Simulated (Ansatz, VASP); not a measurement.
Ge in VASP and in Ansatz

File INCAR:

```
PREC     = Accurate       # precision mode
ENCUT    = 600            # plane-wave cutoff, eV
EDIFF    = 1E-6           # SCF threshold, eV
ISMEAR   = -1             # smearing method
SIGMA    = 0.05           # smearing width, eV
LREAL    = F              # projectors in reciprocal space
LASPH    = T              # aspherical terms in the spheres
NELM     = 60             # most SCF steps
ALGO     = Fast           # electronic algorithm
ISIF     = 3              # what is computed and relaxed
LWAVE    = F              # write WAVECAR
LCHARG   = F              # write CHGCAR
GGA      = B5             # functional
ALDAX    = 1.0          
AGGAX    = 1.0          
AGGAC    = 1.0          
ALDAC    = 0.0          
IBRION   = 2              # ionic algorithm
NSW      = 60             # ionic steps
EDIFFG   = -0.02          # ionic threshold
```

The input KPOINTS:

```
Automatic mesh
0
Gamma
  6 6 3
```

POSCAR

```
Ge
1.0
    3.9975858431      0.0000000000      0.0000000000
   -1.9987929216      3.4620108940      0.0000000000
    0.0000000000      0.0000000000      6.5993779500
Ge
4
Direct
    0.3333333333      0.6666666667      0.9370987500
    0.6666666667      0.3333333333      0.4370987500
    0.3333333333      0.6666666667      0.5629012500
    0.6666666667      0.3333333333      0.0629012500
```

input.yaml

```yaml
crystal:
  lattice:
    - [3.9975858431, 0.0, 0.0]
    - [-1.9987929216, 3.462010894, 0.0]
    - [0.0, 0.0, 6.59937795]
  atoms:
    - { symbol: Ge, position: [0.3333333333, 0.6666666667, 0.93709875] }
    - { symbol: Ge, position: [0.6666666667, 0.3333333333, 0.43709875] }
    - { symbol: Ge, position: [0.3333333333, 0.6666666667, 0.56290125] }
    - { symbol: Ge, position: [0.6666666667, 0.3333333333, 0.06290125] }
hamiltonian:
  xc: blyp
  pseudopotentials: { kind: paw }
kpoints:
  mp_grid: { grid: [6, 6, 3] }
scf:
  occupations: { method: fermi_dirac, width: 0.05 }
output:
  forces: true
  stress: true
  eigenvalues: true
relax:
  f_tol: 0.01
  max_steps: 40
  cell: { stress_tol: 0.05 }
```

This isn't the form of Ge at room conditions, which is diamond.

Alike in both runs: task relaxation of cell and atoms; functional BLYP; k mesh 6 × 6 × 3; occupations fermi-dirac, width 0.05 eV; no spin polarisation.

|  | VASP | Ansatz |
| --- | --- | --- |
| version | VASP 6.6.1 | Ansatz 0.2.0 |
| potentials or method | VASP PAW PBE potentials, release 64 (Ge_d) | Ansatz PAW |
| plane-wave cutoff (eV) | 600 | 420 |
| valence electrons in the cell | 56 | 56 |

Ansatz gave:

```
gap on the k mesh at the Fermi level, each at its own relaxed structure (eV) : none
relaxed volume (Å³/atom)                                                     : 25.47
relaxed cell length with the largest relative difference (Å)                 : 6.824
energy change over the relaxation (meV/atom)                                 : -50
```

Q: Which values does VASP return?

A: gap on the k mesh at the Fermi level, each at its own relaxed structure (eV): 0.08; relaxed volume (Å³/atom): 25.53; relaxed cell length with the largest relative difference (Å): 6.841; energy change over the relaxation (meV/atom): -53.

A gap of «none» marks a metal or a gap that the smearing closes.

Caveats: the PAW data sets were made with another functional, which shifts forces and pressure a little (VASP); an odd mesh through Γ misses points on the zone boundary, where band edges often lie (VASP); the plane-wave basis is chosen anew once the cell has moved, so the energies of steps on either side of that aren't comparable (Ansatz); the PAW data sets come from PBE, with cores solved anew for the run's functional, which leaves a small shift of forces and pressure (Ansatz). Expect the measured gap to be larger: semilocal functionals such as BLYP lack the derivative discontinuity.
